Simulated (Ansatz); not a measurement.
The system is SnTe.

```xyz
2
Lattice="0.0000 3.1509 3.1509 3.1509 0.0000 3.1509 3.1509 3.1509 0.0000" Properties=species:S:1:pos:R:3 pbc="T T T"
Te    3.1509    3.1509    3.1509
Sn    0.0000    0.0000    0.0000
```

* Program: Ansatz 0.2.0
* Task: relaxation of cell and atoms
* Functional: LDA
* Potentials or basis: Ansatz PAW
* Cutoff: 420 eV (not typed: the program's choice for these potentials)
* k mesh: 7 × 7 × 7
* Occupations: fermi-dirac, width 0.05 eV
* Spin: no spin polarisation

At the start: volume 31.28 Å³/atom.

Question: How do energy, volume and symmetry change on relaxing?

Answer: It ends after 4 steps and the volume is 30.27 Å³/atom (-3.2 %); space group Fm-3m (No. 225, to 0.05 Å).

Step by step:
```
step  energy change (eV)  largest force (eV/Å)  volume (Å³)
   1              0.0000                0.0000        62.56
   2             -0.0095                0.0000        59.75
   3             -0.0108                0.0000        60.54
   4             -0.0104                0.0000        60.54
```

Final structure:
```
Te Sn
1.0
     0.00000    3.11649    3.11649
     3.11649    0.00000    3.11649
     3.11649    3.11649    0.00000
Te Sn
1 1
Direct
  0.50000 0.50000 0.50000
  0.00000 0.00000 0.00000
```

Caveat: the plane-wave basis is chosen anew once the cell has moved, so the energies of steps on either side of that aren't comparable; the PAW data sets come from PBE, with cores solved anew for the run's functional, which leaves a small shift of forces and pressure.
